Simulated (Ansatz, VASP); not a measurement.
Hf in VASP and in Ansatz

Contents of INCAR:

```
SYSTEM = Hf
PREC = Accurate
ENCUT = 520
EDIFF = 1E-6
ISMEAR = 1
SIGMA = 0.1
LREAL = .FALSE.
LASPH = .TRUE.
NELM = 100
ALGO = Normal
ISIF = 2
LWAVE = .FALSE.
LCHARG = .FALSE.
LDIPOL = .TRUE.
IDIPOL = 3
DIPOL = 0.5 0.5 0.366
GGA = PS
NBANDS = 22
```

KPOINTS

```
Automatic mesh
0
G
  12 12 1
  0 0 0
```

Contents of POSCAR:

```
Hf
1.0
    3.2702227998      0.0000000000      0.0000000000
   -1.6351113999      2.8320960206      0.0000000000
    0.0000000000      0.0000000000     25.5484903966
Hf
3
Direct
    0.6666666667      0.3333333333      0.2739887912
    0.3333333333      0.6666666667      0.3639412268
    0.6666666667      0.3333333333      0.4600208473
```

Input for Ansatz:

```yaml
crystal:
  lattice:
    - [3.2702227998, 0.0, 0.0]
    - [-1.6351113999, 2.8320960206, 0.0]
    - [0.0, 0.0, 25.5484903966]
  atoms:
    - { symbol: Hf, position: [0.6666666667, 0.3333333333, 0.2739887912] }
    - { symbol: Hf, position: [0.3333333333, 0.6666666667, 0.3639412268] }
    - { symbol: Hf, position: [0.6666666667, 0.3333333333, 0.4600208473] }
basis:
  ecutwfc: 420
kpoints:
  mp_grid: { grid: [12, 12, 1] }
hamiltonian:
  xc: pbesol
  pseudopotentials: { kind: paw, azcp: { folder: soft_1 } }
scf:
  occupations: { method: methfessel_paxton, width: 0.1 }
  n_extra_bands: 8
  max_iter: 160
output:
  forces: true
  eigenvalues: true
  write_density: true
  write_potential: true
  elf: true
  volumetric_format: npy
efield:
  axis: 3
  dipole_correction: true
```

Alike in both runs: task single point; functional PBEsol; k mesh 12 × 12 × 1; occupations methfessel-paxton of order 1, width 0.1 eV; no spin polarisation.

```csv
,VASP,Ansatz
version,VASP 6.6.1,Ansatz 0.2.0
potentials or method,"VASP PAW PBE potentials, release 64 (Hf_pv)","scalar-relativistic, plane waves, PAW"
plane-wave cutoff (eV),520,420
valence electrons in the cell,30,78
```

|  | VASP | Ansatz | Ansatz less VASP |
| --- | --- | --- | --- |
| gap on the k mesh at the Fermi level (eV) | none | none | - |
| rms of the force components (eV/Å) | 0.280 | 0.280 | +0.0006 |

Atom by atom the forces differ by 0.017 eV/Å (rms over components). A gap of «none» marks a metal or a gap that the smearing closes. The two sets of potentials don't hold the same shells in valence. Ansatz warned: «pseudo_functional_mismatch».

Caveats: the PAW data sets were made with another functional, which shifts forces and pressure a little (VASP). Spin-orbit coupling is left out, which matters for the levels of Hf.
